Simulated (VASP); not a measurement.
# CuAu (P4/mmm) in VASP: settings compared

The runs below take CuAu through relaxation of cell and atoms, with PBEsol, LDA, PBE, PBE+D3(BJ).

All numbers are computed with VASP 6.6.1; they aren't measurements. Logs are shortened: lines on timing, memory, paths and dates and some standing lists are left out, and cuts for length are marked.

**1. The structure**

Symmetry: P4/mmm, No. 123, tetragonal system. The conventional cell has a = 2.851 Å, b = 2.851 Å, c = 3.582 Å, α = 90.00°, β = 90.00°, γ = 90.00°. Cu (site symmetry 4/mmm) has 8 Au at 2.70 Å and 4 Cu at 2.85 Å as nearest neighbours. Au (site symmetry 4/mmm) is surrounded by 8 Cu at 2.70 Å and 4 Au at 2.85 Å.

The cell comes from a database or a generator and needn't be the stable form of this composition.

**2. Relaxation of cell and atoms, PBEsol**

Contents of INCAR:

```
SYSTEM = CuAu
ALGO     = Normal         ! electronic algorithm
EDIFF    = 1E-7           ! SCF threshold, eV
EDIFFG   = -0.005         ! ionic threshold
ENCUT    = 600            ! plane-wave cutoff, eV
GGA      = PS             ! functional
IBRION   = 2              ! ionic algorithm
ISIF     = 3              ! what is computed and relaxed
ISMEAR   = 0              ! smearing method
LASPH    = .TRUE.         ! aspherical terms in the spheres
LCHARG   = .FALSE.        ! write CHGCAR
LREAL    = .FALSE.        ! projectors in reciprocal space
LWAVE    = .FALSE.        ! write WAVECAR
NELM     = 60             ! most SCF steps
NSW      = 90             ! ionic steps
PREC     = Accurate       ! precision mode
SIGMA    = 0.1            ! smearing width, eV
```

Contents of KPOINTS:

```
k-points
0
G
  14 14 12
  0 0 0
```

Contents of POSCAR:

```
CuAu
1.0
    2.8507024000      0.0000000000      0.0000000000
    0.0000000000      2.8507024000      0.0000000000
    0.0000000000      0.0000000000      3.5816088600
Cu Au
1 1
Direct
    0.5000000000      0.5000000000      0.5000000000
    0.0000000000      0.0000000000      0.0000000000
```

Potentials or basis: VASP PAW PBE potentials, release 64 (Cu, Au).

Command:

```console
> cat potpaw_PBE.64/Cu/POTCAR potpaw_PBE.64/Au/POTCAR > POTCAR
> mpirun -np 1 vasp_std > vasp.out
```

OUTCAR:

```text
SYSTEM = CuAu
   EDIFF = 1E-7
   EDIFFG = -0.005
   ENCUT = 600
   GGA = PS
   IBRION = 2
   ISIF = 3
   ISMEAR = 0
   LASPH = .TRUE.
   LREAL = .FALSE.
   NELM = 60
   NSW = 90
   PREC = Accurate

 ion  position               nearest neighbor table
   1  0.500  0.500  0.500-   2 2.70   2 2.70   2 2.70   2 2.70   2 2.70   2 2.70   2 2.70   2 2.70

   2  0.000  0.000  0.000-   1 2.70   1 2.70   1 2.70   1 2.70   1 2.70   1 2.70   1 2.70   1 2.70

  LATTYP: Found a simple tetragonal cell.
 ALAT       =     2.8507024000
 C/A-ratio  =     1.2563952168

  Lattice vectors:

 A1 = (   2.8507024000,   0.0000000000,   0.0000000000)
 A2 = (   0.0000000000,   2.8507024000,   0.0000000000)
 A3 = (   0.0000000000,   0.0000000000,   3.5816088600)

Analysis of symmetry for initial positions (statically):
=====================================================================
 Subroutine PRICEL returns:
 Original cell was already a primitive cell.

 Routine SETGRP: Setting up the symmetry group for a
 simple tetragonal supercell.

 Subroutine GETGRP returns: Found 16 space group operations
 (whereof 16 operations were pure point group operations)
 out of a pool of 16 trial point group operations.

The static configuration has the point symmetry D_4h.

Analysis of symmetry for dynamics (positions and initial velocities):
=====================================================================
 Subroutine PRICEL returns:
 Original cell was already a primitive cell.

 Routine SETGRP: Setting up the symmetry group for a
 simple tetragonal supercell.

 Subroutine GETGRP returns: Found 16 space group operations
 (whereof 16 operations were pure point group operations)
 out of a pool of 16 trial point group operations.

The dynamic configuration has the point symmetry D_4h.

 Subroutine INISYM returns: Found 16 space group operations
 (whereof 16 operations are pure point group operations),
 and found     1 'primitive' translations

----------------------------------------------------------------------------------------

                                     Primitive cell

  volume of cell :      29.1060

  direct lattice vectors                    reciprocal lattice vectors
     2.850702400  0.000000000  0.000000000     0.350790738  0.000000000  0.000000000
     0.000000000  2.850702400  0.000000000     0.000000000  0.350790738  0.000000000
     0.000000000  0.000000000  3.581608860     0.000000000  0.000000000  0.279204134

  length of vectors
     2.850702400  2.850702400  3.581608860     0.350790738  0.350790738  0.279204134

  position of ions in fractional coordinates (direct lattice)
     0.500000000  0.500000000  0.500000000
     0.000000000  0.000000000  0.000000000

  ion indices of the primitive-cell ions
   primitive index   ion index
                 1           1
                 2           2

----------------------------------------------------------------------------------------

 KPOINTS: k-points

Automatic generation of k-mesh.
 Grid dimensions read from file:
 generate k-points for:   14   14   12

 Generating k-lattice:

  Cartesian coordinates                     Fractional coordinates (reciprocal lattice)
     0.025056481  0.000000000  0.000000000     0.071428571  0.000000000  0.000000000
     0.000000000  0.025056481  0.000000000     0.000000000  0.071428571  0.000000000
     0.000000000  0.000000000  0.023267011     0.000000000  0.000000000  0.083333333

  Length of vectors
     0.025056481  0.025056481  0.023267011

  Shift w.r.t. Gamma in fractional coordinates (k-lattice)
     0.000000000  0.000000000  0.000000000

 Subroutine IBZKPT returns following result:
 ===========================================

 Found    252 irreducible k-points:

 Following reciprocal coordinates:
            Coordinates               Weight
  0.000000  0.000000  0.000000      1.000000
  0.071429  0.000000  0.000000      4.000000
  0.142857  0.000000  0.000000      4.000000
  0.214286  0.000000  0.000000      4.000000
  0.285714  0.000000  0.000000      4.000000
  0.357143  0.000000  0.000000      4.000000
[... 16 lines left out ...]
  0.285714  0.214286  0.000000      8.000000
  0.357143  0.214286  0.000000      8.000000
 [... further k-points ...]
   k-points           NKPTS =    252   k-points in BZ     NKDIM =    252   number of bands    NBANDS=     15
   number of dos      NEDOS =    301   number of ions     NIONS =      2
   total plane-waves  NPLWV =  17280
   dimension x,y,z NGX =    24 NGY =   24 NGZ =   30
   dimension x,y,z NGXF=    48 NGYF=   48 NGZF=   60
   ions per type =               1   1
   NGX,Y,Z   is equivalent  to a cutoff of  14.00, 14.00, 13.92 a.u.
   NGXF,Y,Z  is equivalent  to a cutoff of  27.99, 27.99, 27.85 a.u.
 SYSTEM =  CuAu
   PREC   = accura    normal or accurate (medium, high low for compatibility)
   ISTART =      0    job   : 0-new  1-cont  2-samecut
   ICHARG =      2    charge: 1-file 2-atom 10-const
   ISPIN  =      1    spin polarized calculation?
   LNONCOLLINEAR =      F non collinear calculations
   LSORBIT =      F    spin-orbit coupling
   LASPH  =      T    aspherical Exc in radial PAW
   ENCUT  =  600.0 eV  44.10 Ry    6.64 a.u.   5.69  5.69  7.15*2*pi/ulx,y,z
   NELM   =     60;   NELMIN=  2; NELMDL= -5     # of ELM steps
   EDIFF  = 0.1E-06   stopping-criterion for ELM
   LREAL  =      F    real-space projection
   EDIFFG = -.5E-02   stopping-criterion for IOM
   NSW    =     90    number of steps for IOM
   IBRION =      2    ionic relax: 0-MD 1-quasi-New 2-CG
   NFREE  =      1    steps in history (QN), initial steepest desc. (CG)
   ISIF   =      3    stress and relaxation
   ISYM   =      2    0-nonsym 1-usesym 2-fastsym
   POTIM  = 0.5000    time-step for ionic-motion
   TEBEG  =    0.0;   TEEND  =   0.0 temperature during run
   PSTRESS=    0.0 pullay stress
   NELECT =      22.0000    total number of electrons
   NUPDOWN=      -1.0000    fix difference up-down
   EMIN   =  10.00;   EMAX   =-10.00  energy-range for DOS
   EFERMI =   0.00;   METHOD = LEGACY
   ISMEAR =     0;   SIGMA  =   0.10  broadening in eV -4-tet -1-fermi 0-gaus
   EFERMI_NEDOS =   21; number of points for ismear=-14 and -15
   IALGO  =     38    algorithm
   IMIX   =      4    mixing-type and parameters
     AMIX     =   0.40;   BMIX     =  1.00
     AMIX_MAG =   1.60;   BMIX_MAG =  1.00
  volume/ion in A,a.u.               =      14.55        98.21
  Fermi-wavevector in a.u.,A,eV,Ry     =   1.491266  2.818084 30.257642  2.223874
  Thomas-Fermi vector in A             =   2.603943
   LORBIT       =      0    0 simple, 1 ext, 2 COOP (PROOUT), +10 PAW based schemes
   GGA     = PS    functional components
   LHFCALC =     F    Hartree Fock is set to
   AEXX    =    0.0000 exact exchange contribution
   IVDW    =     0    specifies the selected vdW correction
   LEPSILON=     F    determine dielectric tensor
   LRPA    =     F    only Hartree local field effects (RPA)
 conjugate gradient relaxation of ions
 non-spin polarized calculation
 Gauss-broadening in eV      SIGMA  =   0.10
  energy-cutoff  :      600.00
  volume of cell :       29.11
 maximum number of plane-waves:       996
 NGX is ok and might be reduce to    24
   NGX = 11   NGY = 11   NGZ = 15

--------------------------------------- Ionic step        1  -------------------------------------------

 number of electron      21.9999991 magnetization

 Free energy of the ion-electron system (eV)
  ---------------------------------------------------
  ext. energy  EPLUGINS =         0.00000000
  ---------------------------------------------------
  free energy    TOTEN  =        -8.35369030 eV

  energy without entropy =       -8.35152636  energy(sigma->0) =       -8.35260833

------------------------ aborting loop because EDIFF is reached ----------------------------------------

  FORCE on cell =-STRESS in cart. coord.  units (eV):
  Direction    XX          YY          ZZ          XY          YZ          ZX
  --------------------------------------------------------------------------------------
  -------------------------------------------------------------------------------------
  Total       -0.6611161     -0.6611161     -0.6672324      0.0000000      0.0000000     -0.0000000
  in kB      -36.3920389    -36.3920389    -36.7287173      0.0000000      0.0000000     -0.0000000
  external PRESSURE =     -36.5042650 kB  Pullay stress =       0.0000000 kB
[... 237 lines left out ...]
  energy  without entropy=       -8.3591862589  energy(sigma->0) =       -8.36027917

--------------------------------------- Ionic step        8  -------------------------------------------

 number of electron      21.9999992 magnetization

 Free energy of the ion-electron system (eV)
  ---------------------------------------------------
  ext. energy  EPLUGINS =         0.00000000
  ---------------------------------------------------
  free energy    TOTEN  =        -8.36138966 eV

  energy without entropy =       -8.35926921  energy(sigma->0) =       -8.36032944

 E-fermi :   8.8729     XC(G=0): -12.9696

 val. band max:        8.8621593886   @ k =   0.3571   0.1429   0.5000
 cond. band min:       8.8956768972   @ k =   0.5000   0.1429   0.2500
 fundamental gap:      0.0335175086
 Fermi energy:         8.8728525323

 k-point     1 :       0.0000    0.0000    0.0000
  band No.  band energies     occupation
      1      -1.1434      2.00000
      2       2.1979      2.00000
      3       2.3198      2.00000
      4       4.6854      2.00000
      5       4.6854      2.00000
      6       5.6761      2.00000
      7       6.0798      2.00000
      8       6.7608      2.00000
      9       7.1695      2.00000
     10       7.3901      2.00000
     11       7.3901      2.00000
     12      11.5876      0.00000
     13      17.9526      0.00000
     14      18.3682      0.00000
     15      18.3682      0.00000
[... 397 lines left out ...]
 k-point    24 :       0.3571    0.2143    0.0000
  band No.  band energies     occupation
      1       1.9369      2.00000
      2       3.1906      2.00000
      3       3.4715      2.00000
      4       3.8250      2.00000
      5       4.1162      2.00000
      6       5.1513      2.00000
      7       6.4141      2.00000
      8       6.5330      2.00000
      9       6.6244      2.00000
     10       7.0296      2.00000
     11       7.3124      2.00000
     12      11.3866      0.00000
     13      16.8304      0.00000
     14      17.6263      0.00000
     15      19.2664      0.00000

 [... further k-points ...]
[... 5 lines left out ...]
  --------------------------------------------------------------------------------------
  -------------------------------------------------------------------------------------
  Total        0.0035825      0.0035825     -0.0037698      0.0000000     -0.0000000      0.0000000
  in kB        0.2016845      0.2016845     -0.2122323      0.0000000     -0.0000000      0.0000000
  external PRESSURE =       0.0637122 kB  Pullay stress =       0.0000000 kB
[... 17 lines left out ...]
  FREE ENERGIE OF THE ION-ELECTRON SYSTEM (eV)
  ---------------------------------------------------
  free  energy   TOTEN  =        -8.3613896633 eV

  energy  without entropy=       -8.3592692115  energy(sigma->0) =       -8.36032944

 reached required accuracy - stopping structural energy minimisation
```

It took 3.8 min on 1 thread of Intel Xeon Platinum 8488C (Sapphire Rapids), shared host; peak memory 0.28 GiB.

What came out:

| Quantity | Value |
| --- | --- |
| Free energy | -8.3614 eV |
| Relaxed volume | 14.23 Å³/atom |
| Relaxed cell | a = 2.833 Å, b = 2.833 Å, c = 3.547 Å, α = 90.00°, β = 90.00°, γ = 90.00° |
| Space group after relaxing (to 0.05 Å) | P4/mmm (No. 123) |
| Energy gained by relaxing | 3.8 meV/atom |
| Ionic steps | 8 |
| Pressure after relaxing | 0.0 GPa |
| Band gap on the k mesh | none (metal or under the smearing width) |

The path:
```tsv
step	energy change (eV)	largest force (eV/Å)	pressure (GPa)	volume (Å³)
1	0.0000	0.0000	-3.65	29.11
2	0.0025	0.0000	4.66	27.73
3	-0.0077	0.0000	-0.05	28.45
4	-0.0077	0.0000	0.08	28.44
5	-0.0077	0.0000	-0.09	28.47
6	-0.0077	0.0000	-0.05	28.46
7	-0.0077	0.0000	-0.05	28.46
8	-0.0077	0.0000	0.01	28.46
```

Final structure:
```yaml
crystal:
  lattice:
    - [2.83252, 0.00000, 0.00000]
    - [0.00000, 2.83252, 0.00000]
    - [0.00000, 0.00000, 3.54711]
  atoms:
    - { symbol: Cu, position: [0.50000, 0.50000, 0.50000] }
    - { symbol: Au, position: [0.00000, 0.00000, 0.00000] }
```

Caveat: the PAW data sets were made with another functional, which shifts forces and pressure a little.

**3. Relaxation of cell and atoms, LDA**

Edit INCAR of step 2 so:

```diff
@@ -5,3 +5,2 @@
 ENCUT    = 600            ! plane-wave cutoff, eV
-GGA      = PS             ! functional
 IBRION   = 2              ! ionic algorithm
```

KPOINTS is that of step 2.

POSCAR is that of step 2.

Potentials or basis: VASP PAW LDA potentials, release 64 (Cu, Au).

Command:

```console
> cat potpaw_LDA.64/Cu/POTCAR potpaw_LDA.64/Au/POTCAR > POTCAR
> mpirun -np 1 vasp_std > vasp.out
```

Wall time 4.6 min (1 thread of Intel Xeon Platinum 8488C (Sapphire Rapids), shared host); peak memory 0.28 GiB.

The run converged. Its results:

* Free energy: -9.2698 eV
* Relaxed volume: 13.83 Å³/atom
* Relaxed cell: a = 2.813 Å, b = 2.813 Å, c = 3.496 Å, α = 90.00°, β = 90.00°, γ = 90.00°
* Space group after relaxing (to 0.05 Å): P4/mmm (No. 123)
* Energy gained by relaxing: 20.0 meV/atom
* Ionic steps: 10
* Pressure after relaxing: 0.0 GPa
* Band gap on the k mesh: none (metal or under the smearing width)

Step by step:
```
step  energy change (eV)  largest force (eV/Å)  pressure (GPa)  volume (Å³)
   1              0.0000                0.0000           -8.36        29.11
   2              0.0254                0.0000           13.56        26.02
   3             -0.0398                0.0000           -0.21        27.68
   4             -0.0398                0.0000            0.05        27.65
   5             -0.0398                0.0000            0.09        27.65
   6             -0.0399                0.0000            0.12        27.65
   7             -0.0400                0.0000            0.05        27.65
   8             -0.0400                0.0000            0.08        27.65
   9             -0.0399                0.0000           -0.35        27.71
  10             -0.0400                0.0000           -0.02        27.66
```

Final structure:
```
CELL_PARAMETERS angstrom
2.81274 0.00000 0.00000
0.00000 2.81274 0.00000
0.00000 0.00000 3.49602
ATOMIC_POSITIONS crystal
Cu 0.50000 0.50000 0.50000
Au 0.00000 0.00000 0.00000
```

Levels at points of the mesh, in eV from the Fermi level:
```
           k point  band 9  band 10  band 11  band 12  band 13  band 14
(0.00, 0.00, 0.00)   -1.79    -1.56    -1.56     2.81     9.47     9.47
(0.50, 0.00, 0.00)   -2.68    -2.46    -1.11    -0.34    10.27    10.38
(0.50, 0.50, 0.00)   -1.40    -1.40     0.20     0.20     4.97     6.89
(0.00, 0.00, 0.50)   -2.63    -2.63    -2.43    -2.24    14.20    14.60
(0.50, 0.00, 0.50)   -1.64    -1.56    -1.23    -1.23     2.84     4.82
(0.50, 0.50, 0.50)   -1.86    -1.81     5.19     5.62     5.62     6.15
```

[end of part 1 of 3]
